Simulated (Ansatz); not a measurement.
KI, space group Pm-3m, Wannier functions of the valence bands

Run with the Ansatz DFT code, driven from Python.

`ki.py`
```python
from pathlib import Path

import ansatz as az
from pymatgen.core import Lattice, Structure
from pymatgen.io.ase import AseAtomsAdaptor
import tomllib

FUNCTIONAL = "PBEsol"
ECUT = 320
K_DENSITY = 1.9
SCF_TOL = 1e-08
N_EMPTY = 4
SMEARING = "fixed"

pmg_structure = Structure(
    Lattice([(4.2912, 0.0, 0.0), (0.0, 4.2912, 0.0), (0.0, 0.0, 4.2912)]),
    ["K", "I"],
    [
        (0.0, 0.0, 0.0),
        (0.5, 0.5, 0.5),
    ],
)
crystal = az.Crystal.from_ase(AseAtomsAdaptor.get_atoms(pmg_structure))

setup = (
    crystal.calculation()
    .functional(FUNCTIONAL)
    .basis(ECUT, xc_grid=2)
    .accuracy("medium")
    .kpoints(density=K_DENSITY)
    .scf(tolerance=SCF_TOL, extra_bands=N_EMPTY)
    .occupations(SMEARING)
    .wannier(mesh=(3, 3, 3), projections=[az.TrialShell("I", "p")], minimise=True)
)
out = setup.run(runs_dir="w90")
spreads = tomllib.loads(Path(out.output_folder, "results", "wannier.spreads.toml").read_text())
print("converged:", spreads["converged"], "in", spreads["n_iter"], "steps; least projectability", round(spreads["least_projectability"], 3))
print("invariant, diagonal, off-diagonal spread (A^2):", *(round(spreads[k], 4) for k in ("omega_i_ang2", "omega_d_ang2", "omega_od_ang2")))
for function in spreads["wannier"]:
    print("centre", [round(v, 3) for v in function["r"]], "spread", round(function["spread"], 4))
```

`python ki.py` gives:
```text
DeckWarning: basis.ecutwfc = 320 eV is below the records' recommended 420 eV, and the density's cutoff is lower with it unless basis.ecutrho_ratio is high enough to keep the records' density cutoff: compare with a run at a higher cutoff
converged: True in 5 steps; least projectability 0.975
invariant, diagonal, off-diagonal spread (A^2): 6.4085 0.0 0.0078
centre [2.146, 2.146, 2.146] spread 2.1388
centre [2.146, 2.146, 2.146] spread 2.1388
centre [2.146, 2.146, 2.146] spread 2.1388
```
(Warnings from the package without file and line.)

Caveats:
- The settings weren't tested for convergence.
- The cutoff lies under the one recommended for these potentials.
- The k-point mesh is coarse, and energy and stress weren't tested for convergence.
- This cell is a computed structure, which may not be the phase found in nature.
- Timing: 1.8 s on 1 thread of Arm Neoverse V2, on a shared host, peak memory 0.39 GiB.

(Lines on the test bed's own set-up are left out of the output.)
